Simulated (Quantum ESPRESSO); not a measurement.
## Rh: changing the choice of potentials or basis

The cell as given:

Symmetry: P6_3/mmc, No. 194, hexagonal system. Conventional cell: a = 2.731 Å, b = 2.731 Å, c = 4.428 Å, α = 90.00°, β = 90.00°, γ = 120.00°. Rh (site symmetry -6m2) has 12 Rh at 2.72 to 2.73 Å as nearest neighbours.

This isn't the form of Rh at room conditions, which is fcc.

Kept alike: task relaxation of cell and atoms; functional PBEsol; k mesh 11 × 11 × 6; occupations fermi-dirac, width 0.05 eV; no spin polarisation. Program: Quantum ESPRESSO. Cutoffs run from 612 to 1197 eV. The mesh is that of the run's cell of 2 atoms. No spin-orbit coupling.

| choice of potentials or basis | volume (Å³/atom) |
| --- | --- |
| GBRV 1.5 PBEsol | 13.591 |
| PseudoDojo 0.4 SR PBEsol stringent | 13.581 |
| PseudoDojo 0.4.1 SR PBEsol standard | 13.581 |

The relaxations keep at least the cell's symmetry (P6_3/mmc). For a metal such a mesh leaves the last digits unconverged. Relaxations stop with a little pressure left, so the last digits of a volume or edge aren't settled.

The volume runs from 13.581 (PseudoDojo 0.4 SR PBEsol stringent; PseudoDojo 0.4.1 SR PBEsol standard) to 13.591 Å³/atom (GBRV 1.5 PBEsol).
